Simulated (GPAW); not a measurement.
# Al2O3 (P-3m1) in GPAW: a series of runs

The runs below take Al2O3 through single point, with LDA, PBEsol.

All numbers are computed with GPAW 26.7.0; they aren't measurements. Logs are shortened: lines on timing, memory, paths and dates and some standing lists are left out, and cuts for length are marked. The log counts tension as positive stress, the text compression.

## Step 1: The structure

The structure is trigonal, space group P-3m1 (No. 164). The conventional cell has a = 3.017 Å, b = 3.017 Å, c = 7.575 Å, α = 90.00°, β = 90.00°, γ = 120.00°. Al (site symmetry 3m) has 4 O at 1.68 to 1.84 Å as nearest neighbours. O (site symmetry -3m) is surrounded by 2 Al at 1.68 Å. O (site symmetry 3m) is surrounded by 3 Al at 1.84 Å.

Measurements of this composition are mostly on another form, of space group No. 167.

## Step 2: Single point, LDA

Input file run.py:

```python
from ase.dft.bandgap import bandgap
from ase.io import read, write
from ase.units import GPa
from gpaw import GPAW, PW

atoms = read('POSCAR')

calc = GPAW(mode=PW(800),
            xc='LDA',
            kpts={'size': (10, 10, 4), 'gamma': True},
            occupations={'name': 'methfessel-paxton', 'order': 0, 'width': 0.05},
            nbands=24,
            convergence={'density': 1e-05, 'energy': 1e-05},
            maxiter=150,
            txt='gpaw.txt')
atoms.calc = calc
energy = atoms.get_potential_energy()
forces = atoms.get_forces()
stress = atoms.get_stress()
calc.write('gs.gpw')
write('result.traj', atoms)
print(f'Energy: {energy:.6f} eV')
print('Forces (eV/A):')
print(forces.round(4))
print('Stress (GPa):', (stress / GPa).round(3))
print('Fermi level:', round(calc.get_fermi_level(), 4), 'eV')
print(f'Gap: {bandgap(calc)[0]:.4f} eV, direct: {bandgap(calc, direct=True)[0]:.4f} eV')
```

Input file POSCAR:

```
Al2O3
1.0
    3.0174825440      0.0000000000      0.0000000000
   -1.5087412720      2.6132165386      0.0000000000
    0.0000000000      0.0000000000      7.5746360022
Al O
2 3
Direct
    0.0000000000      0.0000000000      0.7220490000
    0.0000000000      0.0000000000      0.2779510000
    0.0000000000      0.0000000000      0.5000000000
    0.6666666667      0.3333333333      0.8005460000
    0.3333333333      0.6666666667      0.1994540000
```

Potentials or basis: the program's PAW data sets (release 1.2.1) made for this functional, pw.

Launch:

```console
> OMP_NUM_THREADS=1 python run.py
```

gpaw.txt:

```text
__  _  _
 | _ |_)|_||  |
 |__||  | ||/\| - 26.7.0

Input parameters:
  mode=PW(ecut=800.0),
  convergence={'density': 1e-05, 'energy': 1e-05},
  kpts=MonkhorstPack(size=(10, 10, 4), gamma=True),
  maxiter=150,
  nbands=24,
  occupations=Occupations(name='methfessel-paxton', order=0, width=0.05),
  xc=XC(name='LDA')

Diagonalizing LCAO Hamiltonian
Converting LCAO to pw mode

            O
       Al

       O

       AlO

Atoms  # Å, Bohr magnetons
|   | symbol |         x |        y |        z |    initial magnetic moments |
|---|--------|-----------|----------|----------|-----------------------------|
| 0 |     Al |  0.000000 | 0.000000 | 5.469258 | ( 0.0000,  0.0000,  0.0000) |
| 1 |     Al |  0.000000 | 0.000000 | 2.105378 | ( 0.0000,  0.0000,  0.0000) |
| 2 |      O |  0.000000 | 0.000000 | 3.787318 | ( 0.0000,  0.0000,  0.0000) |
| 3 |      O |  1.508741 | 0.871072 | 6.063845 | ( 0.0000,  0.0000,  0.0000) |
| 4 |      O | -0.000000 | 1.742144 | 1.510791 | ( 0.0000,  0.0000,  0.0000) |

Unit cell  # Å
| periodic |         x |        y |        z |  lengths |     angles |
|----------|-----------|----------|----------|----------|------------|
|      yes |  3.017483 | 0.000000 | 0.000000 | 3.017483 |  90.000000 |
|      yes | -1.508741 | 2.613217 | 0.000000 | 3.017483 |  90.000000 |
|      yes |  0.000000 | 0.000000 | 7.574636 | 7.574636 | 120.000000 |

Number of symmetries: 12
Symmetry operations  # r_c * U_cc + t_c -> r_c
|    | kind |            matrix            |
|----|------|------------------------------|
|  0 |  σ   |  1, 1, 0,  0,-1, 0,  0, 0, 1 |
|  1 |  S6  |  1, 1, 0, -1, 0, 0,  0, 0,-1 |
|  2 |  E   |  1, 0, 0,  0, 1, 0,  0, 0, 1 |
|  3 |  C2  |  1, 0, 0, -1,-1, 0,  0, 0,-1 |
|  4 |  C2  |  0, 1, 0,  1, 0, 0,  0, 0,-1 |
|  5 |  C3  |  0, 1, 0, -1,-1, 0,  0, 0, 1 |
|  6 |  S6  |  0,-1, 0,  1, 1, 0,  0, 0,-1 |
|  7 |  σ   |  0,-1, 0, -1, 0, 0,  0, 0, 1 |
|  8 |  σ   | -1, 0, 0,  1, 1, 0,  0, 0, 1 |
|  9 |  i   | -1, 0, 0,  0,-1, 0,  0, 0,-1 |
| 10 |  C3  | -1,-1, 0,  1, 0, 0,  0, 0, 1 |
| 11 |  C2  | -1,-1, 0,  0, 1, 0,  0, 0,-1 |

BZ-sampling:
  Number of BZ points: 400
  Number of IBZ points: 50

  Monkhorst-Pack size: [10, 10, 4]
  Monkhorst-Pack shift: [0.05, 0.05, 0.125]

K-points  # in reciprocal-cell coordinates
|     |                                coordinates |     weight |
|-----|--------------------------------------------|------------|
|   0 | (  0.00000000,   0.00000000,   0.00000000) | 0.00250000 |
|   1 | (  0.00000000,   0.00000000,   0.25000000) | 0.00500000 |
|   2 | (  0.00000000,   0.00000000,   0.50000000) | 0.00250000 |
|   3 | (  0.10000000,   0.00000000,  -0.25000000) | 0.01500000 |
|   4 | (  0.10000000,   0.00000000,   0.00000000) | 0.01500000 |
|   5 | (  0.10000000,   0.00000000,   0.25000000) | 0.01500000 |
|   6 | (  0.10000000,   0.00000000,   0.50000000) | 0.01500000 |
|   7 | (  0.20000000,  -0.10000000,   0.00000000) | 0.01500000 |
|   8 | (  0.20000000,  -0.10000000,   0.25000000) | 0.03000000 |
|   9 | (  0.20000000,  -0.10000000,   0.50000000) | 0.01500000 |
| ... |                                            |            |
|  49 | (  0.50000000,   0.50000000,   0.50000000) | 0.00750000 |

Plane wave coefficients: 3086
Cutoff: 800.0 eV

Spin-components: 1 (collinear spins)
Bands:           24
Projectors:      25
Spin-degeneracy: 2
Datatype:        complex128

Parallelization:
  kpt:    1
  domain: 1
  band:   1

Density:
  Valence electrons: 24.0
  Components: 1
  Grid points: [20 20 50]
  Charge: 0.0  # |e|

Potential:
  Grid points: [20 20 50]

species:
  Al:
    name:    Aluminium
    Z:       13.0
    valence: 3
    core:    10
    charge:  0.0  # [|e|]
    compensation charges:
      type: gauss
      rc: 0.34  # [Å]
      lmax: 2
    cutoffs:
      filter: 1.91  # [Å]
      core: 2.36  # [Å]
    projectors
    | kind |    occ | energy [eV] | rcut [Å] |
    |------|--------|-------------|----------|
    |   3s |  2.000 |      -7.830 |    1.085 |
    |   3p |  1.000 |      -2.783 |    1.085 |
    |    s |        |      19.382 |    1.085 |
    |    p |        |      24.428 |    1.085 |
    |    d |        |       0.000 |    1.085 |

    Using partial waves for Al as LCAO basis

  O:
    name:    Oxygen
    Z:       8.0
    valence: 6
    core:    2
    charge:  0.0  # [|e|]
    compensation charges:
      type: gauss
      rc: 0.21  # [Å]
      lmax: 2
    cutoffs:
      filter: 1.17  # [Å]
      core: 0.83  # [Å]
    projectors
    | kind |    occ | energy [eV] | rcut [Å] |
    |------|--------|-------------|----------|
    |   2s |  2.000 |     -23.752 |    0.688 |
    |   2p |  4.000 |      -9.195 |    0.598 |
    |    s |        |       3.459 |    0.688 |
    |    p |        |      18.016 |    0.598 |
    |    d |        |       0.000 |    0.619 |

    Using partial waves for O as LCAO basis

Reference energy: -19240.566820  # eV

eigensolver:
  PPCG
  Converge bands: occupied
  niter=2

density mixing:
  MSR1-Mixer
  Pratt-step length: 0.05
  Maximum mixing coefficient: 0.75
  Old densities: 10
  SVD Regularization: 0.005
  Good broyden scale: 1.0
  Trust region scale: 1.0
  Backstep threshold: 4.0
  History deletion threshold: 6.0
  Fourier metric: weight=20.0, sigma=0.015

occupation numbers:
  Methfessel-Paxton:
    width: 0.0500  # eV
    order: 0

poisson solver:
  ecut: 6400.0  # eV

xc functional:
  name: None

convergence criteria:
- Maximum integral of absolute [dens]ity change: 1e-05 electrons / valence electron
- Maximum [total energy] change in last 3 cyles: 1e-05 eV / valence electron
- Maximum integral of absolute [eigenst]ate change: 4e-08 eV^2 / valence electron
maximum number of iterations: 150

SCF iterations
|iter     | |      energy | eigst |  dens |
|---------|-|-------------|-------|-------|
|iter:   1| |  -45.144438 | -0.08 |       |
|iter:   2| |  -43.893089 | -1.90 | -0.67 |
|iter:   3| |  -40.283405 | -0.90 | -0.72 |
|iter:   4| |  -40.247670 | -2.95 | -1.29 |
|iter:   5| |  -40.242865 | -3.34 | -1.58 |
|iter:   6| |  -40.240166 | -3.89 | -2.28 |
|iter:   7| |  -40.240178 | -5.65 | -2.82 |
|iter:   8| |  -40.240185c| -6.56 | -3.20 |
|iter:   9| |  -40.240185c| -8.01c| -4.11 |
|iter:  10| |  -40.240185c| -7.92c| -4.79 |
|iter:  11| |  -40.240185c| -9.13c| -5.56c|

Converged in 11 steps
Energy contributions relative to reference atoms: (reference = -19240.566820)

Energy contributions:
  Kinetic:          39.893308
  Coulomb:         -38.090545
  Zero:              0.656134
  External:          0.000000
  Xc:              -42.699082
  Entropy:          -0.000000
  Spinorbit:         0.000000
  ----------------------------
  Free energy:     -40.240185
  Extrapolated:    -40.240185

dipole moment: (-9.356242, -16.205487, -0.000001)  # |e|*Ang

Fermi level: 4.983
Eigenvalues  # (at kpt = [0.000, 0.000, 0.000])
| band index |      eig [eV] | occ [0-2] |
|------------|---------------|-----------|
|          0 |       -15.754 |     2.000 |
|        ... |               |           |
|          4 |        -0.964 |     2.000 |
|          5 |        -0.148 |     2.000 |
|          6 |        -0.148 |     2.000 |
|          7 |        -0.134 |     2.000 |
|          8 |        -0.134 |     2.000 |
|          9 |         1.220 |     2.000 |
[... 8 lines left out ...]
|         18 |        15.391 |     0.000 |
|         19 |        15.766 |     0.000 |
|        ... |               |           |
|         23 |        20.383 |     0.000 |

Gap: 2.243 eV
Transition (v -> c):
  (s=0, k=0, n=11, [0.00, 0.00, 0.00]) -> (s=0, k=0, n=12, [0.00, 0.00, 0.00])
No difference between direct/indirect transitions

Forces  # eV/Ang
|        x |        y |        z |
|----------|----------|----------|
|  0.00000 |  0.00000 | -0.05621 |  # Al   0
| -0.00000 | -0.00000 |  0.05621 |  # Al   1
|  0.00000 |  0.00000 |  0.00000 |  # O    2
| -0.00000 | -0.00000 | -0.34839 |  # O    3
|  0.00000 |  0.00000 |  0.34839 |  # O    4

Stress tensor  # eV/Ang^3
|         x |         y |        z |
|-----------|-----------|----------|
|  0.042535 | -0.000000 | 0.000000 |
| -0.000000 |  0.042535 | 0.000000 |
|  0.000000 |  0.000000 | 0.034768 |

# Writing to gs.gpw (mode='')
```

It took 48 s on 1 thread of Arm Neoverse V2, shared host; peak memory 0.25 GiB.

What came out:

- Free energy: -40.2402 eV
- Pressure: -6.4 GPa
- Largest force: 0.348 eV/Å
- Band gap on the k mesh: 2.24 eV, direct

Forces in eV/Å, atoms in the order of the input:
```
Al   0.000  0.000 -0.056
Al   0.000  0.000  0.056
O    0.000  0.000  0.000
O    0.000  0.000 -0.348
O    0.000  0.000  0.348
```

Stress tensor (GPa, compression positive):
```
-6.81  0.00  0.00
 0.00 -6.81  0.00
 0.00  0.00 -5.57
```

A k mesh can miss the band edges. LDA gaps usually lie below the measured ones, often by a third to a half.

## Step 3: Single point, PBEsol

run.py, as its differences from that of step 2:

```diff
@@ -3,3 +3,5 @@
 from ase.units import GPa
-from gpaw import GPAW, PW
+from gpaw import GPAW, PW, setup_paths
+
+setup_paths.insert(0, '.')
 
@@ -8,5 +10,5 @@
 calc = GPAW(mode=PW(800),
-            xc='LDA',
+            xc='PBEsol',
             kpts={'size': (10, 10, 4), 'gamma': True},
-            occupations={'name': 'methfessel-paxton', 'order': 0, 'width': 0.05},
+            occupations={'name': 'methfessel-paxton', 'order': 0, 'width': 0.02},
             nbands=24,
```

POSCAR is that of step 2.

Potentials or basis: PAW data sets generated in the run's folder for this functional, pw.

Launch:

```console
> gpaw-setup -f PBEsol Al O
> OMP_NUM_THREADS=1 python run.py
```

gpaw.txt:

```text
__  _  _
 | _ |_)|_||  |
 |__||  | ||/\| - 26.7.0

Input parameters:
  mode=PW(ecut=800.0),
  convergence={'density': 1e-05, 'energy': 1e-05},
  kpts=MonkhorstPack(size=(10, 10, 4), gamma=True),
  maxiter=150,
  nbands=24,
  occupations=Occupations(name='methfessel-paxton', order=0, width=0.02),
  xc=XC(name='PBEsol')

Diagonalizing LCAO Hamiltonian
Converting LCAO to pw mode

            O
       Al

       O

       AlO

Atoms  # Å, Bohr magnetons
|   | symbol |         x |        y |        z |    initial magnetic moments |
|---|--------|-----------|----------|----------|-----------------------------|
| 0 |     Al |  0.000000 | 0.000000 | 5.469258 | ( 0.0000,  0.0000,  0.0000) |
| 1 |     Al |  0.000000 | 0.000000 | 2.105378 | ( 0.0000,  0.0000,  0.0000) |
| 2 |      O |  0.000000 | 0.000000 | 3.787318 | ( 0.0000,  0.0000,  0.0000) |
| 3 |      O |  1.508741 | 0.871072 | 6.063845 | ( 0.0000,  0.0000,  0.0000) |
| 4 |      O | -0.000000 | 1.742144 | 1.510791 | ( 0.0000,  0.0000,  0.0000) |

Unit cell  # Å
| periodic |         x |        y |        z |  lengths |     angles |
|----------|-----------|----------|----------|----------|------------|
|      yes |  3.017483 | 0.000000 | 0.000000 | 3.017483 |  90.000000 |
|      yes | -1.508741 | 2.613217 | 0.000000 | 3.017483 |  90.000000 |
|      yes |  0.000000 | 0.000000 | 7.574636 | 7.574636 | 120.000000 |

Number of symmetries: 12
Symmetry operations  # r_c * U_cc + t_c -> r_c
|    | kind |            matrix            |
|----|------|------------------------------|
|  0 |  σ   |  1, 1, 0,  0,-1, 0,  0, 0, 1 |
|  1 |  S6  |  1, 1, 0, -1, 0, 0,  0, 0,-1 |
|  2 |  E   |  1, 0, 0,  0, 1, 0,  0, 0, 1 |
|  3 |  C2  |  1, 0, 0, -1,-1, 0,  0, 0,-1 |
|  4 |  C2  |  0, 1, 0,  1, 0, 0,  0, 0,-1 |
|  5 |  C3  |  0, 1, 0, -1,-1, 0,  0, 0, 1 |
|  6 |  S6  |  0,-1, 0,  1, 1, 0,  0, 0,-1 |
|  7 |  σ   |  0,-1, 0, -1, 0, 0,  0, 0, 1 |
|  8 |  σ   | -1, 0, 0,  1, 1, 0,  0, 0, 1 |
|  9 |  i   | -1, 0, 0,  0,-1, 0,  0, 0,-1 |
| 10 |  C3  | -1,-1, 0,  1, 0, 0,  0, 0, 1 |
| 11 |  C2  | -1,-1, 0,  0, 1, 0,  0, 0,-1 |

BZ-sampling:
  Number of BZ points: 400
  Number of IBZ points: 50

  Monkhorst-Pack size: [10, 10, 4]
  Monkhorst-Pack shift: [0.05, 0.05, 0.125]

K-points  # in reciprocal-cell coordinates
|     |                                coordinates |     weight |
|-----|--------------------------------------------|------------|
|   0 | (  0.00000000,   0.00000000,   0.00000000) | 0.00250000 |
|   1 | (  0.00000000,   0.00000000,   0.25000000) | 0.00500000 |
|   2 | (  0.00000000,   0.00000000,   0.50000000) | 0.00250000 |
|   3 | (  0.10000000,   0.00000000,  -0.25000000) | 0.01500000 |
|   4 | (  0.10000000,   0.00000000,   0.00000000) | 0.01500000 |
|   5 | (  0.10000000,   0.00000000,   0.25000000) | 0.01500000 |
|   6 | (  0.10000000,   0.00000000,   0.50000000) | 0.01500000 |
|   7 | (  0.20000000,  -0.10000000,   0.00000000) | 0.01500000 |
[... 87 lines left out ...]
  Maximum mixing coefficient: 0.75
  Old densities: 10
  SVD Regularization: 0.005
  Good broyden scale: 1.0
  Trust region scale: 1.0
  Backstep threshold: 4.0
  History deletion threshold: 6.0
  Fourier metric: weight=20.0, sigma=0.015

occupation numbers:
  Methfessel-Paxton:
    width: 0.0200  # eV
    order: 0

poisson solver:
  ecut: 6400.0  # eV

xc functional:
  name: PBEsol with 2 nearest neighbor stencil

convergence criteria:
- Maximum integral of absolute [dens]ity change: 1e-05 electrons / valence electron
- Maximum [total energy] change in last 3 cyles: 1e-05 eV / valence electron
- Maximum integral of absolute [eigenst]ate change: 4e-08 eV^2 / valence electron
maximum number of iterations: 150

SCF iterations
|iter     | |      energy | eigst |  dens |
|---------|-|-------------|-------|-------|
|iter:   1| |  -42.706923 | -0.08 |       |
|iter:   2| |  -41.511350 | -1.92 | -0.67 |
|iter:   3| |  -38.107209 | -0.92 | -0.72 |
|iter:   4| |  -38.113281 | -2.90 | -1.29 |
|iter:   5| |  -38.126159 | -3.26 | -1.57 |
|iter:   6| |  -38.123602 | -3.84 | -2.24 |
|iter:   7| |  -38.123683 | -5.50 | -2.80 |
|iter:   8| |  -38.123705c| -6.33 | -3.19 |
|iter:   9| |  -38.123705c| -7.83c| -4.07 |
|iter:  10| |  -38.123705c| -7.62c| -4.65 |
|iter:  11| |  -38.123705c| -8.58c| -5.32c|

Converged in 11 steps
Energy contributions relative to reference atoms: (reference = -19282.156263)

Energy contributions:
  Kinetic:          41.304976
  Coulomb:         -39.438282
  Zero:              0.688140
  External:          0.000000
  Xc:              -40.678540
  Entropy:           0.000000
  Spinorbit:         0.000000
  ----------------------------
  Free energy:     -38.123705
  Extrapolated:    -38.123705

dipole moment: (-9.346617, -16.188816, -0.000001)  # |e|*Ang

Fermi level: 5.185
Eigenvalues  # (at kpt = [0.000, 0.000, 0.000])
| band index |      eig [eV] | occ [0-2] |
|------------|---------------|-----------|
|          0 |       -15.699 |     2.000 |
|        ... |               |           |
|          4 |        -0.708 |     2.000 |
|          5 |         0.100 |     2.000 |
|          6 |         0.100 |     2.000 |
|          7 |         0.114 |     2.000 |
|          8 |         0.114 |     2.000 |
|          9 |         1.469 |     2.000 |
[... 8 lines left out ...]
|         18 |        15.773 |     0.000 |
|         19 |        16.142 |     0.000 |
|        ... |               |           |
|         23 |        20.723 |     0.000 |

Gap: 2.233 eV
Transition (v -> c):
  (s=0, k=0, n=11, [0.00, 0.00, 0.00]) -> (s=0, k=0, n=12, [0.00, 0.00, 0.00])
No difference between direct/indirect transitions

Forces  # eV/Ang
|        x |        y |        z |
|----------|----------|----------|
|  0.00000 |  0.00000 | -0.00663 |  # Al   0
| -0.00000 | -0.00000 |  0.00663 |  # Al   1
| -0.00000 |  0.00000 |  0.00000 |  # O    2
| -0.00000 | -0.00000 | -0.07247 |  # O    3
|  0.00000 |  0.00000 |  0.07247 |  # O    4

Stress tensor  # eV/Ang^3
|        x |         y |        z |
|----------|-----------|----------|
| 0.015566 | -0.000000 | 0.000000 |
| 0.000000 |  0.015566 | 0.000000 |
| 0.000000 |  0.000000 | 0.002578 |

# Writing to gs.gpw (mode='')
```

Run time: 51 s. Hardware: 1 thread of Arm Neoverse V2, shared host; peak memory 0.25 GiB.

What came out:

* Free energy: -38.1237 eV
* Pressure: -1.8 GPa
* Largest force: 0.072 eV/Å
* Band gap on the k mesh: 2.23 eV, direct

Forces on the atoms (eV/Å):
```
Al   0.000  0.000 -0.007
Al   0.000  0.000  0.007
O    0.000  0.000  0.000
O    0.000  0.000 -0.072
O    0.000  0.000  0.072
```

Stress tensor (GPa, compression positive):
```
-2.49  0.00  0.00
 0.00 -2.49  0.00
 0.00  0.00 -0.41
```
